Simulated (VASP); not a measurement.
## From an Ansatz input to VASP: KI (strained zincblende)

Ansatz input

```yaml
crystal:
  lattice:
    - [0.0, 3.8667467452, 4.144329527]
    - [3.8667467452, 0.0, 4.144329527]
    - [3.8667467452, 3.8667467452, 0.0]
  atoms:
    - { symbol: K, position: [0.0, 0.0, 0.0] }
    - { symbol: I, position: [0.25, 0.25, 0.25] }
kpoints:
  mp_grid: { grid: [6, 6, 6] }
  band_path:
    path:
      - [0.0, 0.0, 0.0]
      - [-0.5, -0.5, 0.0]
      - [-0.375, -0.375, 0.25]
      - [-0.375, 0.0, 0.375]
      - [0.0, 0.0, 0.5]
      - [-0.5, -0.25, 0.25]
      - [0.208333, 0.208333, 0.427083]
    npoints: 1
hamiltonian:
  xc: r2scan
scf:
  occupations: { method: fixed }
  n_extra_bands: 4
output:
  forces: true
  stress: true
  eigenvalues: true
  write_density: true
  write_potential: true
  elf: true
  volumetric_format: npy
```

Q: Translate this input to VASP.

A: 

INCAR

```
EDIFF = 1E-7
ISIF = 2
NBANDS = 15
ENCUT = 520
LASPH = .TRUE.
LREAL = .FALSE.
LWAVE = .FALSE.
METAGGA = R2SCAN
ALGO = Normal
PREC = Accurate
SIGMA = 0.01
IBRION = -1
ISMEAR = 0
LCHARG = .FALSE.
NSW = 0
NELM = 120
```

KPOINTS

```
KPOINTS created by Atomic Simulation Environment
0
Gamma
6 6 6
0 0 0
```

KPOINTS_OPT

```
special points
7
Reciprocal
0.0000000000 0.0000000000 0.0000000000 1
-0.5000000000 -0.5000000000 0.0000000000 1
-0.3750000000 -0.3750000000 0.2500000000 1
-0.3750000000 0.0000000000 0.3750000000 1
0.0000000000 0.0000000000 0.5000000000 1
-0.5000000000 -0.2500000000 0.2500000000 1
0.2083330000 0.2083330000 0.4270830000 1
```

POSCAR

```
K  I
 1.0000000000000000
     0.0000000000000000    3.8667467451999999    4.1443295270000000
     3.8667467451999999    0.0000000000000000    4.1443295270000000
     3.8667467451999999    3.8667467451999999    0.0000000000000000
 K   I
   1   1
Cartesian
  0.0000000000000000  0.0000000000000000  0.0000000000000000
  1.9333733726000000  1.9333733726000000  2.0721647635000000
```

VASP ran with the recommended PBE PAW datasets (16 valence electrons in the cell). Other inputs would serve too.

```
                            Ansatz     VASP
gap between bands v and c  4.44 eV  4.43 eV
         least direct gap  4.46 eV  4.45 eV
                 pressure  0.0 GPa  0.0 GPa
```

Each program uses its own PAW datasets. VASP's cell holds 16 valence electrons and Ansatz's 26. Ansatz's stress includes a Pulay correction; VASP's doesn't.
